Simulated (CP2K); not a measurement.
Runs of CP2K 2026.2 on SnTe. It takes space group Fm-3m (No. 225, cubic). Conventional cell: a = 6.302 Å, b = 6.302 Å, c = 6.302 Å, α = 90.00°, β = 90.00°, γ = 90.00°. Te (site symmetry m-3m) is surrounded by 6 Sn at 3.15 Å. Sn (site symmetry m-3m) is surrounded by 6 Te at 3.15 Å. 

| task | level | EPS_DEFAULT | NGRIDS | CUTOFF of the grids | pressure (GPa) |
| --- | --- | --- | --- | --- | --- |
| single point | PBEsol | 1.0E-9 | 5 | 675 Ry | 1.8 |
| single point | LDA | 1.0E-9 | 5 | 675 Ry | (a) |
| single point | PBEsol | 1.0E-10 | 5 | 450 Ry | 1.8 |
| single point | BLYP | 1.0E-9 | 5 | 675 Ry | 6.5 |

Alike in all rows: potentials or basis POTENTIAL_UZH Te GTH-PBE-q6, Sn GTH-PBE-q4; TZVP-MOLOPT-PBE-GTH basis; no spin polarisation; cell as given; k mesh 7 × 7 × 7; smearing fermi-dirac 0.05 eV.

Problem. Fill in the values left out.

Solution. (a) 1.9.

Caveats: the potentials were made for another functional, which shifts forces and pressure; the basis of atomic orbitals isn't converged, which shifts pressures, moduli and gaps.

Runs at the PBE level aren't shown here.
